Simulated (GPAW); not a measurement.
# SnTe (F-43m) in GPAW: further runs

The runs below take SnTe through single point, with PBE, LDA.

All numbers are computed with GPAW 26.7.0; they aren't measurements. Logs are shortened: lines on timing, memory, paths and dates and some standing lists are left out, and cuts for length are marked. The log counts tension as positive stress, the text compression.

### 1 The structure

The structure is cubic, space group F-43m (No. 216). Conventional cell: a = 7.222 Å, b = 7.222 Å, c = 7.222 Å, α = 90.00°, β = 90.00°, γ = 90.00°. Te (site symmetry -43m) has 4 Sn at 3.13 Å as nearest neighbours. Sn (site symmetry -43m) is surrounded by 4 Te at 3.13 Å.

Measurements of this composition are mostly on another form, of space group No. 225.

### 2 Single point, PBE

run.py

```python
from ase.dft.bandgap import bandgap
from ase.io import read, write
from ase.units import GPa
from gpaw import GPAW, PW

atoms = read('SnTe.xyz')

calc = GPAW(mode=PW(500),
            xc='PBE',
            kpts={'size': (5, 5, 5), 'gamma': True},
            occupations={'name': 'fermi-dirac', 'width': 0.05},
            nbands=19,
            maxiter=120,
            txt='gpaw.txt')
atoms.calc = calc
energy = atoms.get_potential_energy()
forces = atoms.get_forces()
stress = atoms.get_stress()
calc.write('gs.gpw')
write('result.traj', atoms)
print(f'Energy: {energy:.6f} eV')
print('Forces (eV/A):')
print(forces.round(4))
print('Stress (GPa):', (stress / GPa).round(3))
print('Fermi level:', round(calc.get_fermi_level(), 4), 'eV')
print(f'Gap: {bandgap(calc)[0]:.4f} eV, direct: {bandgap(calc, direct=True)[0]:.4f} eV')
```

SnTe.xyz

```xyz
2
Lattice="0.0000000000 3.6111460000 3.6111460000 3.6111460000 0.0000000000 3.6111460000 3.6111460000 3.6111460000 0.0000000000" Properties=species:S:1:pos:R:3 pbc="T T T"
Te     1.8055730000      1.8055730000      1.8055730000
Sn     0.0000000000      0.0000000000      0.0000000000
```

Potentials or basis: GPAW PAW data sets (gpaw-data 1.2.1), pw.

On the command line:

```bash
$ OMP_NUM_THREADS=1 python run.py
```

gpaw.txt:

```text
__  _  _
 | _ |_)|_||  |
 |__||  | ||/\| - 26.7.0

Input parameters:
  mode=PW(ecut=500.0),
  kpts=MonkhorstPack(size=(5, 5, 5), gamma=True),
  maxiter=120,
  nbands=19,
  occupations=Occupations(name='fermi-dirac', width=0.05),
  xc=XC(name='PBE')

Diagonalizing LCAO Hamiltonian
Converting LCAO to pw mode

             Te

       Sn

Atoms  # Å, Bohr magnetons
|   | symbol |        x |        y |        z |    initial magnetic moments |
|---|--------|----------|----------|----------|-----------------------------|
| 0 |     Te | 1.805573 | 1.805573 | 1.805573 | ( 0.0000,  0.0000,  0.0000) |
| 1 |     Sn | 0.000000 | 0.000000 | 0.000000 | ( 0.0000,  0.0000,  0.0000) |

Unit cell  # Å
| periodic |        x |        y |        z |  lengths |    angles |
|----------|----------|----------|----------|----------|-----------|
|      yes | 0.000000 | 3.611146 | 3.611146 | 5.106932 | 60.000000 |
|      yes | 3.611146 | 0.000000 | 3.611146 | 5.106932 | 60.000000 |
|      yes | 3.611146 | 3.611146 | 0.000000 | 5.106932 | 60.000000 |

Number of symmetries: 24
Symmetry operations  # r_c * U_cc + t_c -> r_c
|    | kind |            matrix            |
|----|------|------------------------------|
|  0 |  E   |  1, 0, 0,  0, 1, 0,  0, 0, 1 |
|  1 |  σ   |  1, 0, 0,  0, 0, 1,  0, 1, 0 |
|  2 |  σ   |  1, 0,-1,  0, 1,-1,  0, 0,-1 |
|  3 |  C3  |  1, 0,-1,  0, 0,-1,  0, 1,-1 |
|  4 |  C3  |  1,-1, 0,  0,-1, 1,  0,-1, 0 |
|  5 |  σ   |  1,-1, 0,  0,-1, 0,  0,-1, 1 |
|  6 |  σ   |  0, 1, 0,  1, 0, 0,  0, 0, 1 |
|  7 |  C3  |  0, 1, 0,  0, 0, 1,  1, 0, 0 |
|  8 |  C2  |  0, 1,-1,  1, 0,-1,  0, 0,-1 |
|  9 |  S4  |  0, 1,-1,  0, 0,-1,  1, 0,-1 |
| 10 |  C3  |  0, 0, 1,  1, 0, 0,  0, 1, 0 |
| 11 |  σ   |  0, 0, 1,  0, 1, 0,  1, 0, 0 |
| 12 |  S4  |  0, 0,-1,  1, 0,-1,  0, 1,-1 |
| 13 |  C3  |  0, 0,-1,  0, 1,-1,  1, 0,-1 |
| 14 |  S4  |  0,-1, 1,  1,-1, 0,  0,-1, 0 |
| 15 |  C2  |  0,-1, 1,  0,-1, 0,  1,-1, 0 |
| 16 |  C3  |  0,-1, 0,  1,-1, 0,  0,-1, 1 |
| 17 |  S4  |  0,-1, 0,  0,-1, 1,  1,-1, 0 |
| 18 |  S4  | -1, 1, 0, -1, 0, 1, -1, 0, 0 |
| 19 |  C3  | -1, 1, 0, -1, 0, 0, -1, 0, 1 |
| 20 |  C3  | -1, 0, 1, -1, 1, 0, -1, 0, 0 |
| 21 |  S4  | -1, 0, 1, -1, 0, 0, -1, 1, 0 |
| 22 |  σ   | -1, 0, 0, -1, 1, 0, -1, 0, 1 |
| 23 |  C2  | -1, 0, 0, -1, 0, 1, -1, 1, 0 |

BZ-sampling:
  Number of BZ points: 125
  Number of IBZ points: 10

  Monkhorst-Pack size: [5, 5, 5]
  Monkhorst-Pack shift: [0, 0, 0]

K-points  # in reciprocal-cell coordinates
|   |                                coordinates |     weight |
|---|--------------------------------------------|------------|
| 0 | (  0.00000000,   0.00000000,   0.00000000) | 0.00800000 |
| 1 | (  0.20000000,   0.20000000,   0.00000000) | 0.04800000 |
| 2 | (  0.20000000,   0.20000000,   0.20000000) | 0.06400000 |
| 3 | (  0.40000000,   0.20000000,  -0.20000000) | 0.19200000 |
| 4 | (  0.40000000,   0.20000000,   0.20000000) | 0.09600000 |
| 5 | (  0.40000000,   0.40000000,  -0.40000000) | 0.19200000 |
| 6 | (  0.40000000,   0.40000000,  -0.20000000) | 0.09600000 |
| 7 | (  0.40000000,   0.40000000,   0.00000000) | 0.04800000 |
| 8 | (  0.40000000,   0.40000000,   0.20000000) | 0.19200000 |
| 9 | (  0.40000000,   0.40000000,   0.40000000) | 0.06400000 |

Plane wave coefficients: 2421
Cutoff: 500.0 eV

Spin-components: 1 (collinear spins)
Bands:           19
Projectors:      11
Spin-degeneracy: 2
Datatype:        complex128

Parallelization:
  kpt:    1
  domain: 1
  band:   1

Density:
  Valence electrons: 20.0
  Components: 1
  Grid points: [27 27 27]
  Charge: 0.0  # |e|

Potential:
  Grid points: [27 27 27]

species:
  Te:
    name:    Tellurium
    Z:       52.0
    valence: 6
    core:    46
    charge:  0.0  # [|e|]
    compensation charges:
      type: gauss
      rc: 0.36  # [Å]
      lmax: 2
    cutoffs:
      filter: 2.09  # [Å]
      core: 3.17  # [Å]
    projectors
    | kind |    occ | energy [eV] | rcut [Å] |
    |------|--------|-------------|----------|
    |   5s |  2.000 |     -15.089 |    1.180 |
    |   5p |  4.000 |      -5.955 |    1.196 |
    |    s |        |      12.123 |    1.180 |
    |    p |        |      21.256 |    1.196 |
    |    d |        |       0.000 |    1.238 |

    Using partial waves for Te as LCAO basis

  Sn:
    name:    Tin
    Z:       50.0
    valence: 14
    core:    36
    charge:  0.0  # [|e|]
    compensation charges:
      type: gauss
      rc: 0.38  # [Å]
      lmax: 2
    cutoffs:
      filter: 2.23  # [Å]
      core: 2.35  # [Å]
    projectors
    | kind |    occ | energy [eV] | rcut [Å] |
    |------|--------|-------------|----------|
    |   5s |  2.000 |     -10.538 |    1.201 |
    |   5p |  2.000 |      -3.696 |    1.270 |
    |   4d | 10.000 |     -25.845 |    1.185 |
    |    s |        |      16.674 |    1.201 |
    |    p |        |      23.515 |    1.270 |
    |    d |        |       1.367 |    1.185 |

    Using partial waves for Sn as LCAO basis

Reference energy: -352801.376741  # eV

eigensolver:
  PPCG
  Converge bands: occupied
  niter=2

density mixing:
  MSR1-Mixer
  Pratt-step length: 0.05
  Maximum mixing coefficient: 0.75
  Old densities: 10
  SVD Regularization: 0.005
  Good broyden scale: 1.0
  Trust region scale: 1.0
  Backstep threshold: 4.0
  History deletion threshold: 6.0
  Fourier metric: weight=20.0, sigma=0.015

occupation numbers:
  Fermi-Dirac:
    width: 0.0500  # eV

poisson solver:
  ecut: 4000.0  # eV

xc functional:
  name: PBE with 2 nearest neighbor stencil

convergence criteria:
- Maximum [total energy] change in last 3 cyles: 0.0005 eV / valence electron
- Maximum integral of absolute [dens]ity change: 0.0001 electrons / valence electron
- Maximum integral of absolute [eigenst]ate change: 4e-08 eV^2 / valence electron
maximum number of iterations: 120

SCF iterations
|iter     | |      energy | eigst |  dens |
|---------|-|-------------|-------|-------|
|iter:   1| |   -7.431540 | -0.23 |       |
|iter:   2| |   -7.404554 | -2.18 | -1.30 |
|iter:   3| |   -7.310629 | -2.42 | -1.36 |
|iter:   4| |   -7.312283 | -3.72 | -1.91 |
|iter:   5| |   -7.312505c| -4.16 | -2.30 |
|iter:   6| |   -7.312549c| -5.57 | -3.16 |
|iter:   7| |   -7.312554c| -6.45 | -3.63 |
|iter:   8| |   -7.312555c| -7.68c| -4.79c|

Converged in 8 steps
Energy contributions relative to reference atoms: (reference = -352801.376741)

Energy contributions:
  Kinetic:          10.640141
  Coulomb:         -12.128693
  Zero:              0.182873
  External:          0.000000
  Xc:               -6.006092
  Entropy:          -0.001566
  Spinorbit:         0.000000
  ----------------------------
  Free energy:      -7.313338
  Extrapolated:     -7.312555

dipole moment: (-28.260831, -28.260831, -28.260831)  # |e|*Ang

Fermi level: 2.845
Eigenvalues  # (at kpt = [0.000, 0.000, 0.000])
| band index |      eig [eV] | occ [0-2] |
|------------|---------------|-----------|
|          0 |       -18.938 |     2.000 |
|        ... |               |           |
|          2 |       -18.938 |     2.000 |
|          3 |       -18.928 |     2.000 |
|          4 |       -18.928 |     2.000 |
|          5 |        -8.661 |     2.000 |
|          6 |        -2.314 |     2.000 |
|          7 |         0.911 |     2.000 |
|          8 |         0.911 |     2.000 |
|          9 |         0.911 |     2.000 |
|         10 |         3.853 |     0.000 |
|         11 |         3.853 |     0.000 |
|         12 |         3.853 |     0.000 |
|         13 |         6.988 |     0.000 |
|         14 |         9.324 |     0.000 |
|         15 |         9.324 |     0.000 |
|         16 |        10.483 |     0.000 |
|         17 |        10.483 |     0.000 |
|         18 |        10.483 |     0.000 |

Gap: 0.413 eV
Transition (v -> c):
  (s=0, k=3, n=9, [0.40, 0.20, -0.20]) -> (s=0, k=7, n=10, [0.40, 0.40, 0.00])
Direct/indirect transitions are different
Direct gap: 0.850 eV
Transition at: (s=0, k=7, n=9, [0.40, 0.40, 0.00])

Forces  # eV/Ang
|       x |       y |        z |
|---------|---------|----------|
| 0.00000 | 0.00000 |  0.00000 |  # Te   0
| 0.00000 | 0.00000 | -0.00000 |  # Sn   1

Stress tensor  # eV/Ang^3
|         x |         y |         z |
|-----------|-----------|-----------|
|  0.002120 | -0.000000 | -0.000000 |
| -0.000000 |  0.002120 |  0.000000 |
| -0.000000 |  0.000000 |  0.002120 |

# Writing to gs.gpw (mode='')
```

Run time: 11 s. Hardware: 1 thread of Arm Neoverse V1, shared host; peak memory 0.15 GiB.

Results:

```
Free energy            : -7.3133 eV
Pressure               : -0.3 GPa
Band gap on the k mesh : 0.41 eV, indirect (least direct gap 0.85 eV)
```

Caveat: the cutoff is short for stress and forces, so pressures can be off by a GPa or more; spin-orbit coupling is left out, which moves the levels of the heavy elements; an odd mesh through Γ misses points on the zone boundary, where band edges often lie.

### 3 Single point, LDA

Edit run.py of step 2 so:

```diff
@@ -1,3 +1,4 @@
 from ase.dft.bandgap import bandgap
-from ase.io import read, write
+from ase.io import write
+from ase.spacegroup import crystal
 from ase.units import GPa
@@ -5,6 +6,13 @@
 
-atoms = read('SnTe.xyz')
+# Te 4d
+# Sn 4a
+atoms = crystal(['Te', 'Sn'],
+                basis=[[0.25, 0.25, 0.75],
+                       [0.0, 0.0, 0.0]],
+                spacegroup=216, setting=1,  # F-43m
+                cellpar=[7.222292, 7.222292, 7.222292, 90.0, 90.0, 90.0],
+                primitive_cell=True)
 
-calc = GPAW(mode=PW(500),
-            xc='PBE',
+calc = GPAW(mode=PW(400),
+            xc='LDA',
             kpts={'size': (5, 5, 5), 'gamma': True},
```

Potentials or basis: the program's PAW data sets (release 1.2.1) made for this functional, pw.

On the command line:

```bash
$ OMP_NUM_THREADS=1 python run.py
```

gpaw.txt:

```text
__  _  _
 | _ |_)|_||  |
 |__||  | ||/\| - 26.7.0

Input parameters:
  mode=PW(ecut=400.0),
  kpts=MonkhorstPack(size=(5, 5, 5), gamma=True),
  maxiter=120,
  nbands=19,
  occupations=Occupations(name='fermi-dirac', width=0.05),
  xc=XC(name='LDA')

Diagonalizing LCAO Hamiltonian
Converting LCAO to pw mode

                        Te

       Sn

Atoms  # Å, Bohr magnetons
|   | symbol |        x |        y |        z |    initial magnetic moments |
|---|--------|----------|----------|----------|-----------------------------|
| 0 |     Te | 5.416719 | 5.416719 | 5.416719 | ( 0.0000,  0.0000,  0.0000) |
| 1 |     Sn | 0.000000 | 0.000000 | 0.000000 | ( 0.0000,  0.0000,  0.0000) |

Unit cell  # Å
| periodic |        x |        y |        z |  lengths |    angles |
|----------|----------|----------|----------|----------|-----------|
|      yes | 0.000000 | 3.611146 | 3.611146 | 5.106932 | 60.000000 |
|      yes | 3.611146 | 0.000000 | 3.611146 | 5.106932 | 60.000000 |
|      yes | 3.611146 | 3.611146 | 0.000000 | 5.106932 | 60.000000 |

Number of symmetries: 24
Symmetry operations  # r_c * U_cc + t_c -> r_c
|    | kind |            matrix            |
|----|------|------------------------------|
|  0 |  E   |  1, 0, 0,  0, 1, 0,  0, 0, 1 |
|  1 |  σ   |  1, 0, 0,  0, 0, 1,  0, 1, 0 |
|  2 |  σ   |  1, 0,-1,  0, 1,-1,  0, 0,-1 |
|  3 |  C3  |  1, 0,-1,  0, 0,-1,  0, 1,-1 |
|  4 |  C3  |  1,-1, 0,  0,-1, 1,  0,-1, 0 |
|  5 |  σ   |  1,-1, 0,  0,-1, 0,  0,-1, 1 |
|  6 |  σ   |  0, 1, 0,  1, 0, 0,  0, 0, 1 |
|  7 |  C3  |  0, 1, 0,  0, 0, 1,  1, 0, 0 |
|  8 |  C2  |  0, 1,-1,  1, 0,-1,  0, 0,-1 |
|  9 |  S4  |  0, 1,-1,  0, 0,-1,  1, 0,-1 |
| 10 |  C3  |  0, 0, 1,  1, 0, 0,  0, 1, 0 |
| 11 |  σ   |  0, 0, 1,  0, 1, 0,  1, 0, 0 |
| 12 |  S4  |  0, 0,-1,  1, 0,-1,  0, 1,-1 |
| 13 |  C3  |  0, 0,-1,  0, 1,-1,  1, 0,-1 |
| 14 |  S4  |  0,-1, 1,  1,-1, 0,  0,-1, 0 |
| 15 |  C2  |  0,-1, 1,  0,-1, 0,  1,-1, 0 |
| 16 |  C3  |  0,-1, 0,  1,-1, 0,  0,-1, 1 |
| 17 |  S4  |  0,-1, 0,  0,-1, 1,  1,-1, 0 |
| 18 |  S4  | -1, 1, 0, -1, 0, 1, -1, 0, 0 |
| 19 |  C3  | -1, 1, 0, -1, 0, 0, -1, 0, 1 |
| 20 |  C3  | -1, 0, 1, -1, 1, 0, -1, 0, 0 |
| 21 |  S4  | -1, 0, 1, -1, 0, 0, -1, 1, 0 |
| 22 |  σ   | -1, 0, 0, -1, 1, 0, -1, 0, 1 |
| 23 |  C2  | -1, 0, 0, -1, 0, 1, -1, 1, 0 |

BZ-sampling:
  Number of BZ points: 125
  Number of IBZ points: 10

  Monkhorst-Pack size: [5, 5, 5]
  Monkhorst-Pack shift: [0, 0, 0]

K-points  # in reciprocal-cell coordinates
[... 68 lines left out ...]
      type: gauss
      rc: 0.38  # [Å]
      lmax: 2
    cutoffs:
      filter: 2.23  # [Å]
      core: 2.35  # [Å]
    projectors
    | kind |    occ | energy [eV] | rcut [Å] |
    |------|--------|-------------|----------|
    |   5s |  2.000 |     -10.799 |    1.201 |
    |   5p |  2.000 |      -3.869 |    1.270 |
    |   4d | 10.000 |     -25.910 |    1.185 |
    |    s |        |      16.413 |    1.201 |
    |    p |        |      23.342 |    1.270 |
    |    d |        |       1.302 |    1.185 |

    Using partial waves for Sn as LCAO basis

Reference energy: -352503.082954  # eV

eigensolver:
  PPCG
  Converge bands: occupied
  niter=2

density mixing:
  MSR1-Mixer
  Pratt-step length: 0.05
  Maximum mixing coefficient: 0.75
  Old densities: 10
  SVD Regularization: 0.005
  Good broyden scale: 1.0
  Trust region scale: 1.0
  Backstep threshold: 4.0
  History deletion threshold: 6.0
  Fourier metric: weight=20.0, sigma=0.015

occupation numbers:
  Fermi-Dirac:
    width: 0.0500  # eV

poisson solver:
  ecut: 3200.0  # eV

xc functional:
  name: None

convergence criteria:
- Maximum [total energy] change in last 3 cyles: 0.0005 eV / valence electron
- Maximum integral of absolute [dens]ity change: 0.0001 electrons / valence electron
- Maximum integral of absolute [eigenst]ate change: 4e-08 eV^2 / valence electron
maximum number of iterations: 120

SCF iterations
|iter     | |      energy | eigst |  dens |
|---------|-|-------------|-------|-------|
|iter:   1| |   -8.287905 | -0.29 |       |
|iter:   2| |   -8.260145 | -2.22 | -1.33 |
|iter:   3| |   -8.157137 | -2.59 | -1.38 |
|iter:   4| |   -8.154661 | -3.89 | -1.94 |
|iter:   5| |   -8.153965c| -4.43 | -2.36 |
|iter:   6| |   -8.153986c| -5.95 | -3.20 |
|iter:   7| |   -8.153984c| -6.88 | -3.70 |
|iter:   8| |   -8.153985c| -7.50c| -4.87c|

Converged in 8 steps
Energy contributions relative to reference atoms: (reference = -352503.082954)

Energy contributions:
  Kinetic:           8.576775
  Coulomb:         -10.436044
  Zero:              0.221419
  External:          0.000000
  Xc:               -6.514777
  Entropy:          -0.002716
  Spinorbit:         0.000000
  ----------------------------
  Free energy:      -8.155343
  Extrapolated:     -8.153985

dipole moment: (-20.978216, -20.978216, -20.978216)  # |e|*Ang

Fermi level: 2.455
Eigenvalues  # (at kpt = [0.000, 0.000, 0.000])
| band index |      eig [eV] | occ [0-2] |
|------------|---------------|-----------|
|          0 |       -19.114 |     2.000 |
|        ... |               |           |
|          2 |       -19.114 |     2.000 |
|          3 |       -19.102 |     2.000 |
|          4 |       -19.102 |     2.000 |
|          5 |        -9.055 |     2.000 |
|          6 |        -2.796 |     2.000 |
|          7 |         0.615 |     2.000 |
[... 9 lines left out ...]
|         17 |        10.036 |     0.000 |
|         18 |        10.036 |     0.000 |

Gap: 0.341 eV
Transition (v -> c):
  (s=0, k=3, n=9, [0.40, 0.20, -0.20]) -> (s=0, k=7, n=10, [0.40, 0.40, 0.00])
Direct/indirect transitions are different
Direct gap: 0.786 eV
Transition at: (s=0, k=7, n=9, [0.40, 0.40, 0.00])

Forces  # eV/Ang
|        x |       y |        z |
|----------|---------|----------|
| -0.00000 | 0.00000 | -0.00000 |  # Te   0
|  0.00000 | 0.00000 |  0.00000 |  # Sn   1

Stress tensor  # eV/Ang^3
|         x |         y |         z |
|-----------|-----------|-----------|
|  0.022260 |  0.000000 | -0.000000 |
|  0.000000 |  0.022260 | -0.000000 |
| -0.000000 | -0.000000 |  0.022260 |

# Writing to gs.gpw (mode='')
```

Wall time 6.6 s (1 thread of Arm Neoverse V1, shared host); peak memory 0.14 GiB.

These settings aren't checked as converged: the numbers below hold their error.

What came out:

```
Free energy            : -8.1553 eV
Pressure               : -3.6 GPa
Band gap on the k mesh : 0.34 eV, indirect (least direct gap 0.79 eV)
```

Caveat: the cutoff is short for stress and forces, so pressures can be off by a GPa or more; spin-orbit coupling is left out, which moves the levels of the heavy elements; an odd mesh through Γ misses points on the zone boundary, where band edges often lie.
